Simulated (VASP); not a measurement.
Input of a VASP 6.6.1 run:

The input POSCAR:

```
WSe2
1.0
    3.3031370918      0.0000000000     -0.0000000000
   -1.6515685459      2.8606006338      0.0000000000
    0.0000000000      0.0000000000     13.0981887863
  W               Se
     2     4
Direct
     0.3333333332999970    0.6666666667000030    0.2500000000000000
     0.6666666667000030    0.3333333332999970    0.7500000000000000
     0.3333333332999970    0.6666666667000030    0.6211866033058675
     0.6666666667000030    0.3333333332999970    0.1211866033058676
     0.3333333332999970    0.6666666667000030    0.8788133966941325
     0.6666666667000030    0.3333333332999970    0.3788133966941324
```

INCAR.step1

```
PREC = Accurate ; ENCUT = 600
EDIFF = 1E-8 ; ISMEAR = 0
SIGMA = 0.03 ; LREAL = F
LASPH = T ; NELM = 80
ALGO = Normal ; ISIF = 3
LWAVE = F ; LCHARG = F
GGA = MK ; LUSE_VDW = T
AGGAC = 0.0 ; PARAM1 = 0.1234
PARAM2 = 0.711357 ; ZAB_VDW = -1.8867
KPAR = 2 ; IBRION = 2
NSW = 40 ; EDIFFG = -0.002
```

The input INCAR.step2:

```
PREC = Accurate ; ENCUT = 600
EDIFF = 1E-8 ; ISMEAR = 0
SIGMA = 0.03 ; LREAL = F
LASPH = T ; NELM = 80
ALGO = Normal ; ISIF = 2
LWAVE = F ; LCHARG = F
GGA = MK ; LUSE_VDW = T
AGGAC = 0.0 ; PARAM1 = 0.1234
PARAM2 = 0.711357 ; ZAB_VDW = -1.8867
KPAR = 2 ; IBRION = 6
NFREE = 2 ; POTIM = 0.015
NSW = 1
```

The input KPOINTS:

```
regular mesh
0
Gamma
  9 9 2
```

Potentials or basis: VASP PAW PBE potentials, release 64 (W_sv, Se).

Command:

```console
$ cat potpaw_PBE.64/W_sv/POTCAR potpaw_PBE.64/Se/POTCAR > POTCAR
$ cp INCAR.step1 INCAR
$ mpirun -np 2 vasp_std > vasp.out
$ cp CONTCAR POSCAR
$ cp INCAR.step2 INCAR
$ mpirun -np 2 vasp_std > vasp.out
```

Predict the highest phonon frequency at Γ, LO-TO splitting left out.

300 cm⁻¹.

Phonon frequencies in cm⁻¹ (negative: imaginary):
```tsv
q point	frequencies
(0.000, 0.000, 0.000)	0 0 0 22 22 38 168 168 170 170 238 238 239 239 241 245 298 300
```

 The run has no spin-orbit coupling, so splittings on W are missing.
